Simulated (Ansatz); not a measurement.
**TiC: straining the crystal, equal strain of all cell vectors**

Aim: apply equal strain of all cell vectors to TiC from -6 to +6 %, where the shape is held and the atoms relax, and follow energy, stress and any gap.

Method: DFT PBE, scalar-relativistic, plane waves, PAW, in Ansatz 0.2.0.

2 further runs of the same task are left out: 2 set aside as unsound or not needed.

**1. The starting structure**

It takes space group Fm-3m (No. 225, cubic). The conventional cell has a = 4.333 Å, b = 4.333 Å, c = 4.333 Å, α = 90.00°, β = 90.00°, γ = 90.00°. Around Ti (site symmetry m-3m) lie 6 C at 2.17 Å. C (site symmetry m-3m) has 6 Ti at 2.17 Å as nearest neighbours.

Structure file:

```cif
data_structure
_symmetry_space_group_name_H-M 'P 1'
_symmetry_Int_Tables_number 1
_cell_length_a 3.0637
_cell_length_b 3.0637
_cell_length_c 4.3328
_cell_angle_alpha 90.000
_cell_angle_beta 90.000
_cell_angle_gamma 90.000
_cell_volume 40.67
loop_
_atom_site_label
_atom_site_type_symbol
_atom_site_fract_x
_atom_site_fract_y
_atom_site_fract_z
_atom_site_occupancy
Ti1 Ti 0.00000 0.00000 0.00000 1
Ti2 Ti 0.50000 0.50000 0.50000 1
C1 C 0.50000 0.50000 0.00000 1
C2 C 0.00000 0.00000 0.50000 1
```

It goes back to an entry of the Materials Project.

**2. The unstrained reference**

File input.yaml:

```yaml
crystal:
  lattice:
    - [2.1663899353, 2.1663899353, 0.0]
    - [-2.1663899353, 2.1663899353, 0.0]
    - [0.0, 0.0, 4.3327798705]
  atoms:
    - { symbol: Ti, position: [0.0, 0.0, 0.0] }
    - { symbol: Ti, position: [0.5, 0.5, 0.5] }
    - { symbol: C, position: [0.5, 0.5, 0.0] }
    - { symbol: C, position: [0.0, 0.0, 0.5] }
basis:
  ecutwfc: 420
kpoints:
  mp_grid: { grid: [18, 18, 12] }
hamiltonian:
  xc: pbe
scf:
  occupations: { method: gaussian, width: 0.1 }
output:
  forces: true
  stress: true
  eigenvalues: true
```

Started as:

```
$ ansatz run input.yaml --threads 1 --pin off --max-ram 2560MiB --backend cpu --events-out ev --progress --plain --runs-dir out
```

What it wrote (excerpt; [...] marks lines left out):

```text
Warning: RAYON_NUM_THREADS=1 ignored (pool sized by the plan → 1); use --threads N
[...]
Pseudopotentials: kind: paw
Pseudopotential: Ti, paw, valence charge 12, recommended cutoff 420 eV (normal), Ti.paw.azcp
Pseudopotential: C, paw, valence charge 4, recommended cutoff 420 eV (normal), C.paw.azcp
Functional definition: PBE
[...]
Crystal: 4 atoms, lattice volume = 40.670 Å³
Basis set: ecut = 420 eV, 799 PW (Γ), exchange–correlation on 48×48×60 points (8 copies of the dense FFT grid, shifted against one another)
Bands: 20, of which v1, the nominal top of the filled ones, is band 16 counted from 1 (15 counted from 0)
Symmetry: 32 space group operations
Space group: Fm-3m (ITA 225), of the structure as read, at distance tolerance 3.4e-5 Å
k-points: 385 of 3888
[...]
SCF iter   1: F=—  HF=-5504.546094 eV  |F-HF|=—  |Δ(HF+E_count)|=         —  Δρ=3.68e-3  dr2=3.76e-3  ethr=1.77e-3  ⟨swp⟩=4.6  Hψ=29224  notcnv=0
[...]
SCF iter   6: F=-5504.545338 eV  HF=-5504.545338 eV  |F-HF|=5.66e-10  |Δ(HF+E_count)|=   2.62e-8  Δρ=1.92e-6  dr2=5.68e-10  ethr=1.17e-10  ⟨swp⟩=2.0  Hψ=23620  notcnv=0
[...]
SCF converged after 6 iterations
Free energy (F): -5504.545338 eV
[...]
E sigma→0 (E₀):  -5504.543738 eV
Entropy (-TS):   -0.003200 eV (-0.800 meV/atom)
Fermi energy:    14.692206 eV
[...]
--- Forces (eV/Å), atoms counted from 1 ---
  atom   1  Ti     0.00000000    -0.00000000     0.00000000
  atom   2  Ti     0.00000000    -0.00000000     0.00000000
  atom   3  C      0.00000000    -0.00000000     0.00000000
  atom   4  C      0.00000000    -0.00000000     0.00000000
[...]
--- Stress (GPa, compression-positive) ---
        0.056922      -0.000000      -0.000000
        0.000000       0.056922      -0.000000
       -0.000000      -0.000000      -0.017413
  P = ⅓ Tr σ = 0.0321 GPa (0.321 kbar)
--- Band table (eV; the first three rows and the last of 385) ---
  k-point 0: bands = ["-41.8726", "-41.7753", "-18.3428", "-18.0753", "-18.0753", "-17.9072", "-17.9070", "-17.9070", "2.2816", "4.5632", "11.2475", "13.0655", "14.6399", "14.6399", "15.3757", "15.3757", "15.3758", "16.3513", "16.3515", "16.3515"]
[...]
```

Wall time 7.7 s (1 thread of AMD EPYC 9B14 (Zen 4), shared host); peak memory 0.59 GiB.

The crystal is set up in a cell of 4 atoms whose axes suit the strains; its energy is the zero of the series.

**3. Strain -2.0 %**

Changes to input.yaml since step 2:

```diff
@@ -2,5 +2,5 @@
   lattice:
-    - [2.1663899353, 2.1663899353, 0.0]
-    - [-2.1663899353, 2.1663899353, 0.0]
-    - [0.0, 0.0, 4.3327798705]
+    - [2.1230621366, 2.1230621366, 0.0]
+    - [-2.1230621366, 2.1230621366, 0.0]
+    - [0.0, 0.0, 4.2461242731]
   atoms:
@@ -22 +22,5 @@
   eigenvalues: true
+  write_density: true
+  write_potential: true
+  elf: true
+  volumetric_format: npy
```

Started as:

```
$ ansatz run input.yaml --threads 1 --pin off --max-ram 2560MiB --backend cpu --events-out ev --progress --plain --runs-dir out
```

What it wrote (excerpt; [...] marks lines left out):

```text
Warning: RAYON_NUM_THREADS=1 ignored (pool sized by the plan → 1); use --threads N
[...]
[... 4 set-up lines as earlier in the session ...]
[...]
Crystal: 4 atoms, lattice volume = 38.278 Å³
Basis set: ecut = 420 eV, 727 PW (Γ), exchange–correlation on 48×48×60 points (8 copies of the dense FFT grid, shifted against one another)
Bands: 20, of which v1, the nominal top of the filled ones, is band 16 counted from 1 (15 counted from 0)
[... 2 set-up lines as earlier in the session ...]
k-points: 385 of 3888
[...]
SCF iter   1: F=—  HF=-5504.424289 eV  |F-HF|=—  |Δ(HF+E_count)|=         —  Δρ=3.91e-3  dr2=4.70e-3  ethr=1.77e-3  ⟨swp⟩=4.7  Hψ=29602  notcnv=0
[...]
SCF converged after 6 iterations
Free energy (F): -5504.423188 eV
[...]
E sigma→0 (E₀):  -5504.421640 eV
Entropy (-TS):   -0.003094 eV (-0.774 meV/atom)
Fermi energy:    15.757981 eV
[...]
--- Forces (eV/Å), atoms counted from 1 ---
  atom   1  Ti    -0.00000000    -0.00000000     0.00000000
  atom   2  Ti    -0.00000000    -0.00000000     0.00000000
  atom   3  C      0.00000000    -0.00000000     0.00000000
  atom   4  C      0.00000000    -0.00000000     0.00000000
[...]
--- Stress (GPa, compression-positive) ---
       17.203651      -0.000000       0.000000
       -0.000000      17.203651       0.000000
        0.000000       0.000000      17.128144
  P = ⅓ Tr σ = 17.1785 GPa (171.785 kbar)
--- Band table (eV; the first three rows and the last of 385) ---
  k-point 0: bands = ["-40.6280", "-40.5000", "-17.1736", "-16.8386", "-16.8386", "-16.6299", "-16.6297", "-16.6297", "3.0690", "5.3808", "12.2748", "13.9403", "15.7560", "15.7560", "16.4598", "16.4598", "16.4599", "17.4943", "17.4945", "17.4945"]
[...]
```

It took 10 s on 1 thread of AMD EPYC 9B14 (Zen 4), shared host; peak memory 0.56 GiB.

Axes a, b and c in the maps are those of this run's conventional cell (a, b, c = 4.246, 4.246, 4.246 Å).

Density in a lattice plane of the grid's cell (edges 4.25 and 4.25 Å, at 0.000 of the third edge), which holds Ti and C.

Ten even steps from ' ' (0.23 e/Å³) to '@' (10.15 e/Å³):
```
@@%%**--..        ..............        ..--**%%
**++==::            ..........            ::==++
--::..                                      ..::
                                                
                                                
                                                
                    ..::--::..                  
......            ::==++**++==::            ....
........        ..--**%%@@%%**--..        ......
........        ::==##@@@@@@##==::        ......
........        ..--**%%@@%%**--..        ......
......            ::==++**++==::            ....
                    ..::--::..                  
                                                
                                                
                                                
--::..                                      ..::
**++==::            ..........            ::==++
@@%%**--..        ..............        ..--**%%
@@@@##==::        ..............        ::==##@@
```
Columns run along the first of these edges and rows up along the second, over one cell in 24 and 20 even steps from the bottom left corner. Atoms in the plane (fractional): Ti at (0.00, 0.00), Ti at (0.50, 0.50), C at (0.50, 0.00), C at (0.00, 0.50).

ELF in the same plane.

Ten even steps from ' ' (0.00) to '@' (0.78):
```
..--**##**--==##@@@@##--..--##@@@@##==--**##**--
**####**==::--##@@@@@@######@@@@@@##--::==**####
####**--::..--**%%@@@@@@@@@@@@@@%%**--..::--**##
====--......--==**####%%%%%%####**==--......--==
====--------::--------======--------::--------==
%%%%####**==--......--======--......--==**####%%
@@@@@@@@%%**--..::--**######**--::..--**%%@@@@@@
####@@@@@@##--::==**####**####**==::--##@@@@@@##
..--##@@@@##==--**##**--..--**##**--==##@@@@##--
  ..++%%@@##====**%%++..  ..++%%**====##@@%%++..
..--##@@@@##==--**##**--..--**##**--==##@@@@##--
####@@@@@@##--::==**####**####**==::--##@@@@@@##
@@@@@@@@%%**--..::--**######**--::..--**%%@@@@@@
%%%%####**==--......--======--......--==**####%%
====--------::--------======--------::--------==
====--......--==**####%%%%%%####**==--......--==
####**--::..--**%%@@@@@@@@@@@@@@%%**--..::--**##
**####**==::--##@@@@@@######@@@@@@##--::==**####
..--**##**--==##@@@@##--..--##@@@@##==--**##**--
  ..++%%**====##@@%%++..  ..++%%@@##====**%%++..
```
Columns run along the first of these edges and rows up along the second, over one cell in 24 and 20 even steps from the bottom left corner. Atoms in the plane (fractional): Ti at (0.00, 0.00), Ti at (0.50, 0.50), C at (0.50, 0.00), C at (0.00, 0.50).

Both are smooth fields of the valence electrons: close to the nuclei they are not physical.

The highest ELF values outside the cores: 0.80 in the shell around C, 0.7 Å from C.

The cell is held at each strain. Atoms start from the nearest strain of the same sign that is done. Symmetry fixes all atoms here, so a single point is enough.

**4. Strain +2.0 %**

Changes to input.yaml since step 3:

```diff
@@ -2,5 +2,5 @@
   lattice:
-    - [2.1230621366, 2.1230621366, 0.0]
-    - [-2.1230621366, 2.1230621366, 0.0]
-    - [0.0, 0.0, 4.2461242731]
+    - [2.209717734, 2.209717734, 0.0]
+    - [-2.209717734, 2.209717734, 0.0]
+    - [0.0, 0.0, 4.4194354679]
   atoms:
@@ -22,5 +22 @@
   eigenvalues: true
-  write_density: true
-  write_potential: true
-  elf: true
-  volumetric_format: npy
```

Started as:

```
$ ansatz run input.yaml --threads 1 --pin off --max-ram 2560MiB --backend cpu --events-out ev --progress --plain --runs-dir out
```

What it wrote (excerpt; [...] marks lines left out):

```text
Warning: RAYON_NUM_THREADS=1 ignored (pool sized by the plan → 1); use --threads N
[...]
[... 4 set-up lines as earlier in the session ...]
[...]
Crystal: 4 atoms, lattice volume = 43.159 Å³
Basis set: ecut = 420 eV, 855 PW (Γ), exchange–correlation on 48×48×60 points (8 copies of the dense FFT grid, shifted against one another)
Bands: 20, of which v1, the nominal top of the filled ones, is band 16 counted from 1 (15 counted from 0)
[... 1 set-up line as earlier in the session ...]
Space group: Fm-3m (ITA 225), of the structure as read, at distance tolerance 3.5e-5 Å
k-points: 385 of 3888
[...]
SCF iter   1: F=—  HF=-5504.438276 eV  |F-HF|=—  |Δ(HF+E_count)|=         —  Δρ=3.44e-3  dr2=2.40e-3  ethr=1.77e-3  ⟨swp⟩=4.5  Hψ=28803  notcnv=0
[...]
SCF converged after 6 iterations
Free energy (F): -5504.437981 eV
[...]
E sigma→0 (E₀):  -5504.436337 eV
Entropy (-TS):   -0.003288 eV (-0.822 meV/atom)
Fermi energy:    13.699030 eV
[...]
--- Forces (eV/Å), atoms counted from 1 ---
  atom   1  Ti     0.00000000    -0.00000000     0.00000000
  atom   2  Ti    -0.00000000    -0.00000000     0.00000000
  atom   3  C      0.00000000     0.00000000     0.00000000
  atom   4  C      0.00000000     0.00000000     0.00000000
[...]
--- Stress (GPa, compression-positive) ---
      -13.157117       0.000000       0.000000
       -0.000000     -13.157117       0.000000
        0.000000       0.000000     -13.221387
  P = ⅓ Tr σ = -13.1785 GPa (-131.785 kbar)
--- Band table (eV; the first three rows and the last of 385) ---
  k-point 0: bands = ["-43.0419", "-42.9680", "-19.4496", "-19.2361", "-19.2361", "-19.1005", "-19.1003", "-19.1003", "1.5666", "3.7986", "10.3141", "12.2402", "13.6065", "13.6065", "14.3576", "14.3576", "14.3577", "15.2798", "15.2800", "15.2868"]
[...]
```

It took 7.8 s on 1 thread of AMD EPYC 9B14 (Zen 4), shared host; peak memory 0.59 GiB.

**5. At -4.0 %**

Changes to input.yaml since step 4:

```diff
@@ -2,5 +2,5 @@
   lattice:
-    - [2.209717734, 2.209717734, 0.0]
-    - [-2.209717734, 2.209717734, 0.0]
-    - [0.0, 0.0, 4.4194354679]
+    - [2.0797343379, 2.0797343379, 0.0]
+    - [-2.0797343379, 2.0797343379, 0.0]
+    - [0.0, 0.0, 4.1594686757]
   atoms:
```

Started as:

```
$ ansatz run input.yaml --threads 1 --pin off --max-ram 2560MiB --backend cpu --events-out ev --progress --plain --runs-dir out
```

What it wrote (excerpt; [...] marks lines left out):

```text
Warning: RAYON_NUM_THREADS=1 ignored (pool sized by the plan → 1); use --threads N
[...]
[... 4 set-up lines as earlier in the session ...]
[...]
Crystal: 4 atoms, lattice volume = 35.982 Å³
Basis set: ecut = 420 eV, 681 PW (Γ), exchange–correlation on 40×40×60 points (8 copies of the dense FFT grid, shifted against one another)
Bands: 20, of which v1, the nominal top of the filled ones, is band 16 counted from 1 (15 counted from 0)
[... 1 set-up line as earlier in the session ...]
Space group: Fm-3m (ITA 225), of the structure as read, at distance tolerance 3.3e-5 Å
k-points: 385 of 3888
[...]
SCF iter   1: F=—  HF=-5504.028001 eV  |F-HF|=—  |Δ(HF+E_count)|=         —  Δρ=4.14e-3  dr2=5.17e-3  ethr=1.77e-3  ⟨swp⟩=4.8  Hψ=29585  notcnv=0
[...]
SCF converged after 6 iterations
Free energy (F): -5504.026755 eV
[...]
E sigma→0 (E₀):  -5504.025283 eV
Entropy (-TS):   -0.002944 eV (-0.736 meV/atom)
Fermi energy:    16.903139 eV
[...]
--- Forces (eV/Å), atoms counted from 1 ---
  atom   1  Ti     0.00000000    -0.00000000     0.00000000
  atom   2  Ti     0.00000000    -0.00000000     0.00000000
  atom   3  C      0.00000000    -0.00000000     0.00000000
  atom   4  C      0.00000000    -0.00000000     0.00000000
[...]
--- Stress (GPa, compression-positive) ---
       39.224991       0.000000      -0.000000
       -0.000000      39.224991      -0.000000
       -0.000000      -0.000000      39.157658
  P = ⅓ Tr σ = 39.2025 GPa (392.025 kbar)
--- Band table (eV; the first three rows and the last of 385) ---
  k-point 0: bands = ["-39.3056", "-39.1369", "-15.9413", "-15.5218", "-15.5218", "-15.2627", "-15.2627", "-15.2627", "3.9395", "6.2569", "13.4098", "14.8685", "16.9673", "16.9673", "17.6143", "17.6143", "17.6143", "18.7169", "18.7171", "18.7171"]
[...]
```

It took 6.8 s on 1 thread of AMD EPYC 9B14 (Zen 4), shared host; peak memory 0.56 GiB.

**6. Strain +4.0 %**

Changes to input.yaml since step 5:

```diff
@@ -2,5 +2,5 @@
   lattice:
-    - [2.0797343379, 2.0797343379, 0.0]
-    - [-2.0797343379, 2.0797343379, 0.0]
-    - [0.0, 0.0, 4.1594686757]
+    - [2.2530455327, 2.2530455327, 0.0]
+    - [-2.2530455327, 2.2530455327, 0.0]
+    - [0.0, 0.0, 4.5060910654]
   atoms:
```

Started as:

```
$ ansatz run input.yaml --threads 1 --pin off --max-ram 2560MiB --backend cpu --events-out ev --progress --plain --runs-dir out
```

What it wrote (excerpt; [...] marks lines left out):

```text
Warning: RAYON_NUM_THREADS=1 ignored (pool sized by the plan → 1); use --threads N
[...]
[... 4 set-up lines as earlier in the session ...]
[...]
Crystal: 4 atoms, lattice volume = 45.748 Å³
Basis set: ecut = 420 eV, 903 PW (Γ), exchange–correlation on 48×48×64 points (8 copies of the dense FFT grid, shifted against one another)
Bands: 20, of which v1, the nominal top of the filled ones, is band 16 counted from 1 (15 counted from 0)
[... 1 set-up line as earlier in the session ...]
Space group: Fm-3m (ITA 225), of the structure as read, at distance tolerance 3.6e-5 Å
k-points: 385 of 3888
[...]
SCF iter   1: F=—  HF=-5504.139579 eV  |F-HF|=—  |Δ(HF+E_count)|=         —  Δρ=3.35e-3  dr2=1.58e-3  ethr=1.77e-3  ⟨swp⟩=4.4  Hψ=28664  notcnv=0
[...]
SCF converged after 6 iterations
Free energy (F): -5504.139639 eV
[...]
E sigma→0 (E₀):  -5504.137941 eV
Entropy (-TS):   -0.003396 eV (-0.849 meV/atom)
Fermi energy:    12.772750 eV
[...]
--- Forces (eV/Å), atoms counted from 1 ---
  atom   1  Ti    -0.00000000    -0.00000000     0.00000000
  atom   2  Ti    -0.00000000    -0.00000000     0.00000000
  atom   3  C      0.00000000    -0.00000000     0.00000000
  atom   4  C      0.00000000    -0.00000000     0.00000000
[...]
--- Stress (GPa, compression-positive) ---
      -23.188751      -0.000000       0.000000
       -0.000000     -23.188751       0.000000
        0.000000       0.000000     -23.238076
  P = ⅓ Tr σ = -23.2052 GPa (-232.052 kbar)
--- Band table (eV; the first three rows and the last of 385) ---
  k-point 0: bands = ["-44.1390", "-44.0828", "-20.4952", "-20.3246", "-20.3246", "-20.2154", "-20.2151", "-20.2151", "0.9146", "3.0825", "9.4643", "11.4614", "12.6513", "12.6513", "13.4009", "13.4009", "13.4011", "14.2314", "14.2316", "14.2902"]
[...]
```

Run time: 8.1 s. Hardware: 1 thread of AMD EPYC 9B14 (Zen 4), shared host; peak memory 0.6 GiB.

**7. The cell strained by -6.0 %**

Changes to input.yaml since step 6:

```diff
@@ -2,5 +2,5 @@
   lattice:
-    - [2.2530455327, 2.2530455327, 0.0]
-    - [-2.2530455327, 2.2530455327, 0.0]
-    - [0.0, 0.0, 4.5060910654]
+    - [2.0364065392, 2.0364065392, 0.0]
+    - [-2.0364065392, 2.0364065392, 0.0]
+    - [0.0, 0.0, 4.0728130783]
   atoms:
```

Started as:

```
$ ansatz run input.yaml --threads 1 --pin off --max-ram 2560MiB --backend cpu --events-out ev --progress --plain --runs-dir out
```

What it wrote (excerpt; [...] marks lines left out):

```text
Warning: RAYON_NUM_THREADS=1 ignored (pool sized by the plan → 1); use --threads N
[...]
[... 4 set-up lines as earlier in the session ...]
[...]
Crystal: 4 atoms, lattice volume = 33.780 Å³
Basis set: ecut = 420 eV, 673 PW (Γ), exchange–correlation on 40×40×60 points (8 copies of the dense FFT grid, shifted against one another)
Bands: 20, of which v1, the nominal top of the filled ones, is band 16 counted from 1 (15 counted from 0)
[... 1 set-up line as earlier in the session ...]
Space group: Fm-3m (ITA 225), of the structure as read, at distance tolerance 3.2e-5 Å
k-points: 385 of 3888
[...]
SCF iter   1: F=—  HF=-5503.305264 eV  |F-HF|=—  |Δ(HF+E_count)|=         —  Δρ=4.20e-3  dr2=4.57e-3  ethr=1.77e-3  ⟨swp⟩=4.8  Hψ=29656  notcnv=0
[...]
SCF converged after 6 iterations
Free energy (F): -5503.304093 eV
[...]
E sigma→0 (E₀):  -5503.302708 eV
Entropy (-TS):   -0.002771 eV (-0.693 meV/atom)
Fermi energy:    18.133487 eV
[...]
--- Forces (eV/Å), atoms counted from 1 ---
  atom   1  Ti     0.00000000     0.00000000     0.00000000
  atom   2  Ti     0.00000000     0.00000000     0.00000000
  atom   3  C      0.00000000     0.00000000     0.00000000
  atom   4  C      0.00000000     0.00000000     0.00000000
[...]
--- Stress (GPa, compression-positive) ---
       67.264531      -0.000000       0.000000
        0.000000      67.264531       0.000000
        0.000000       0.000000      67.228237
  P = ⅓ Tr σ = 67.2524 GPa (672.524 kbar)
--- Band table (eV; the first three rows and the last of 385) ---
  k-point 0: bands = ["-37.9028", "-37.6805", "-14.6459", "-14.1212", "-14.1212", "-13.7997", "-13.7997", "-13.7994", "4.9063", "7.1975", "14.6671", "15.8538", "18.2815", "18.2815", "18.8443", "18.8445", "18.8445", "20.0306", "20.0306", "20.0308"]
[...]
```

Run time: 6.5 s. Hardware: 1 thread of AMD EPYC 9B14 (Zen 4), shared host; peak memory 0.55 GiB.

**8. Strain +6.0 %**

Changes to input.yaml since step 7:

```diff
@@ -2,5 +2,5 @@
   lattice:
-    - [2.0364065392, 2.0364065392, 0.0]
-    - [-2.0364065392, 2.0364065392, 0.0]
-    - [0.0, 0.0, 4.0728130783]
+    - [2.2963733314, 2.2963733314, 0.0]
+    - [-2.2963733314, 2.2963733314, 0.0]
+    - [0.0, 0.0, 4.5927466628]
   atoms:
```

Started as:

```
$ ansatz run input.yaml --threads 1 --pin off --max-ram 2560MiB --backend cpu --events-out ev --progress --plain --runs-dir out
```

What it wrote (excerpt; [...] marks lines left out):

```text
Warning: RAYON_NUM_THREADS=1 ignored (pool sized by the plan → 1); use --threads N
[...]
[... 4 set-up lines as earlier in the session ...]
[...]
Crystal: 4 atoms, lattice volume = 48.438 Å³
Basis set: ecut = 420 eV, 927 PW (Γ), exchange–correlation on 48×48×64 points (8 copies of the dense FFT grid, shifted against one another)
Bands: 20, of which v1, the nominal top of the filled ones, is band 16 counted from 1 (15 counted from 0)
[... 2 set-up lines as earlier in the session ...]
k-points: 385 of 3888
[...]
SCF iter   1: F=—  HF=-5503.683533 eV  |F-HF|=—  |Δ(HF+E_count)|=         —  Δρ=3.58e-3  dr2=2.43e-3  ethr=1.77e-3  ⟨swp⟩=4.3  Hψ=28471  notcnv=0
[...]
SCF converged after 6 iterations
Free energy (F): -5503.683788 eV
[...]
E sigma→0 (E₀):  -5503.682023 eV
Entropy (-TS):   -0.003529 eV (-0.882 meV/atom)
Fermi energy:    11.907648 eV
[...]
--- Forces (eV/Å), atoms counted from 1 ---
  atom   1  Ti    -0.00000000    -0.00000000     0.00000000
  atom   2  Ti    -0.00000000    -0.00000000     0.00000000
  atom   3  C     -0.00000000    -0.00000000     0.00000000
  atom   4  C     -0.00000000     0.00000000     0.00000000
[...]
--- Stress (GPa, compression-positive) ---
      -30.645527      -0.000000       0.000000
        0.000000     -30.645527       0.000000
        0.000000       0.000000     -30.679962
  P = ⅓ Tr σ = -30.6570 GPa (-306.570 kbar)
--- Band table (eV; the first three rows and the last of 385) ---
  k-point 0: bands = ["-45.1673", "-45.1246", "-21.4812", "-21.3448", "-21.3448", "-21.2567", "-21.2565", "-21.2565", "0.3178", "2.4107", "8.6880", "10.7260", "11.7652", "11.7652", "12.5022", "12.5022", "12.5023", "13.2498", "13.2500", "13.3598"]
[...]
```

Wall time 8.8 s (1 thread of AMD EPYC 9B14 (Zen 4), shared host); peak memory 0.62 GiB.

**9. Energy and stress against strain (a metal throughout)**

| strain (%) | ΔE (meV/atom) | a (Å) | b (Å) | c (Å) | σxx | σyy | σzz |
| --- | --- | --- | --- | --- | --- | --- | --- |
| -6.0 | 310.3 | 2.880 | 2.880 | 4.073 | 67.26 | 67.26 | 67.23 |
| -4.0 | 129.6 | 2.941 | 2.941 | 4.159 | 39.22 | 39.22 | 39.16 |
| -2.0 | 30.5 | 3.002 | 3.002 | 4.246 | 17.20 | 17.20 | 17.13 |
| +0.0 | 0.0 | 3.064 | 3.064 | 4.333 | 0.06 | 0.06 | -0.02 |
| +2.0 | 26.9 | 3.125 | 3.125 | 4.419 | -13.16 | -13.16 | -13.22 |
| +4.0 | 101.4 | 3.186 | 3.186 | 4.506 | -23.19 | -23.19 | -23.24 |
| +6.0 | 215.4 | 3.248 | 3.248 | 4.593 | -30.65 | -30.65 | -30.68 |

ΔE is over the unstrained cell. Stress in GPa, positive in compression, on the Cartesian axes of the input. 

**10. Outcome**

| quantity | value |
| --- | --- |
| largest energy cost | 310.3 meV/atom at -6.0 % |
| (1/V) d²E/dε² at zero strain, cubic fit | 2304 GPa |

From the curvature follows nine times the bulk modulus at fixed shape: 2304 GPa. Compression by 6 % costs 310.3 meV/atom and stretching 215.4.
